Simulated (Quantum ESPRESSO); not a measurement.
Runs of Quantum ESPRESSO 7.5 on Ni. Symmetry: Fm-3m, No. 225, cubic system. The conventional cell has a = 3.475 Å, b = 3.475 Å, c = 3.475 Å, α = 90.00°, β = 90.00°, γ = 90.00°. Around Ni (site symmetry m-3m) lie 12 Ni at 2.46 Å. 

| task | level | potentials or basis | form of the LDA correlation | gap on the mesh (eV) | pressure (GPa) | moment (μB) | V0 of scaled cells (Å³/atom) | B0 (GPa) |
| --- | --- | --- | --- | --- | --- | --- | --- | --- |
| equation of state | LDA | PseudoDojo 0.4.1 SR LDA standard | PW92 | - | - | - | (c) | 255 |
| band structure | LDA | PseudoDojo 0.4.1 SR LDA standard | PW92 | none | -10.2 | 0.62 | - | - |
| equation of state | PBE+D3(BJ) | PseudoDojo 0.4.1 SR PBE standard | - | - | - | - | (b) | 215 |
| band structure | PBEsol | PseudoDojo 0.4.1 SR PBEsol standard | - | none | -2.3 | 0.63 | - | - |
| band structure | PBE | PseudoDojo 0.4.1 SR PBE standard | - | none | (a) | 0.63 | - | - |

Alike in all rows: spin collinear, ferromagnetic start; cell as given; k mesh 13 × 13 × 13; cutoff (eV) 1333; smearing fermi-dirac 0.05 eV.

Problem. Estimate the missing entries.

Solution. (a) 8.3; (b) 10.61; (c) 10.03.

A gap of «none» marks a metal or a gap under the smearing width.
